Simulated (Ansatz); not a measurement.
# TlBr: the band gap up the ladder of functionals

The task here is to estimate one member of a computed series from the others.

Code: Ansatz 0.2.0. PAW datasets, plane waves. The values are computed, spin-unpolarised, and not measurements.

## The system as given

The cell was relaxed beforehand with r2SCAN+rVV10.

Space group Pm-3m (No. 221), cubic; conventional cell a = 3.946 Å, 30.73 Å³ an atom. Around Tl lie 8 Br at 3.42 Å; around Br lie 8 Tl at 3.42 Å.

Structure file:

```cif
data_structure
_symmetry_space_group_name_H-M 'P 1'
_symmetry_Int_Tables_number 1
_cell_length_a 3.9462
_cell_length_b 3.9462
_cell_length_c 3.9462
_cell_angle_alpha 90.000
_cell_angle_beta 90.000
_cell_angle_gamma 90.000
_cell_volume 61.45
loop_
_atom_site_label
_atom_site_type_symbol
_atom_site_fract_x
_atom_site_fract_y
_atom_site_fract_z
_atom_site_occupancy
Tl1 Tl 0.00000 0.00000 0.00000 1
Br1 Br 0.50000 0.50000 0.50000 1
```

The first run:

Input file input.yaml:

```yaml
crystal:
  lattice:
    - [3.9461936984, 0.0, 0.0]
    - [0.0, 3.9461936984, 0.0]
    - [0.0, 0.0, 3.9461936984]
  atoms:
    - { symbol: Tl, position: [0.0, 0.0, 0.0] }
    - { symbol: Br, position: [0.5, 0.5, 0.5] }
kpoints:
  mp_grid: { grid: [6, 6, 6] }
  band_path:
    path:
      - [[0.0, 0.0, 0.0], [0.0, 0.5, 0.0], [0.5, 0.5, 8.134124895983e-36], [0.0, 0.0, 0.0], [0.5, 0.5, 0.5], [0.0, 0.5, 0.0]]
      - [[0.5, 0.5, 0.5], [0.5, 0.5, 8.134124895983e-36]]
    npoints: 10
hamiltonian:
  xc: pbe
scf:
  occupations: { method: fermi_dirac, width: 0.02 }
  n_extra_bands: 4
output:
  forces: true
  stress: true
  eigenvalues: true
```

Run with:

```console
$ ansatz run input.yaml --threads 2 --pin off --max-ram 2211MiB --backend cpu --events-out ev --progress --plain --runs-dir out
```

Among the steps run: Band structure with PBE; r2SCAN at the same geometry; Single point with HSE06; PBE+SOC at the same geometry; PBE0 at the same geometry; LDA; G0W0 on PBE; One-shot GW from PBE; DDH-PBE0; Single point with HSE06+SOC; Hartree-Fock; r2SCANh.

One of the session's tables, all rows but one given; the rest of the session is left out.

```
                     level  gap (eV)
                       PBE      1.78
                    r2SCAN      2.23
                     HSE06      2.46
                   PBE+SOC      1.13
                      PBE0      3.09
                       LDA      1.60
G0W0@PBE (183 empty bands)      2.75
G0W0@PBE (455 empty bands)         ?
                  DDH-PBE0      2.62
                 HSE06+SOC      1.78
              Hartree-Fock      7.62
                   r2SCANh      2.69
```

Estimate the missing values for G0W0@PBE (455 empty bands).

As computed: gap (eV): 2.89. In the column «gap (eV)» it lies between G0W0@PBE (183 empty bands) (2.75) and PBE0 (3.09).

Meshes: PBE 6×6×6, r2SCAN 6×6×6, HSE06 4×4×4, PBE+SOC 6×6×6, PBE0 4×4×4, LDA 6×6×6, DDH-PBE0 4×4×4, HSE06+SOC 4×4×4, Hartree-Fock 4×4×4, r2SCANh 4×4×4

The gap runs from 1.13 eV (PBE+SOC) to 7.62 eV (Hartree-Fock). Against G0W0@PBE, PBE is short by 1.11 eV, at 62 % of it, and r2SCAN 77 %. PBE0 lies 0.63 eV above HSE06, which differs from it by screening the long-range exchange. Hartree-Fock lies above G0W0@PBE by 4.7 eV. The levels disagree on whether the gap is direct. G0W0 values are finite-basis, finite-mesh values.

Limits of these values: Warnings in the runs' records: stress scf threshold loose, stress exchange threshold loose.
